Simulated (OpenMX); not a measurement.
Runs of OpenMX 3.8.5 on CuO. Symmetry: Cm, No. 8, monoclinic system. Conventional cell: a = 5.701 Å, b = 3.291 Å, c = 3.291 Å, α = 90.00°, β = 125.26°, γ = 90.00°. Cu (site symmetry m) has 4 O at 1.97 to 2.06 Å as nearest neighbours. O (site symmetry m) is surrounded by 4 Cu at 1.97 to 2.06 Å. The cell comes from a database or a generator and needn't be the stable form of this composition.

```csv
cell,gap on the mesh (eV),largest force (eV/Å)
"atom 1 moved by [0.0, 0.0354, 0.0354] A",none,0.18
"atom 1 moved by [0.0, -0.0354, -0.0354] A",none,(a)
"atom 2 moved by [0.0, 0.0354, 0.0354] A",none,0.16
"atom 2 moved by [0.0, -0.0354, -0.0354] A",none,0.18
```

Alike in all rows: task single point; level PBE; potentials or basis OpenMX 2013 PBE set, Cu6.0H-s3p2d2, O6.0-s2p2d1, grid cutoff 700 Ry; no spin polarisation; k mesh 7 × 7 × 7; smearing fermi-dirac 0.05 eV.

**Question.** Fill in the values left out.

**Answer.** (a) 0.15.

Caveats: the basis of atomic orbitals isn't converged, which shifts pressures, moduli and gaps; an odd number of electrons without spin polarisation forces a metal; a magnetic or distorted state may lie lower; the run has no spin polarisation, though such a crystal can be magnetic; semilocal functionals often make such compounds metallic where correlation or magnetic order opens a gap, which also shifts bond lengths.

A k mesh can miss the band edges.

A gap of «none» marks a metal or a gap under the smearing width.

Not every run made on this cell is shown here.
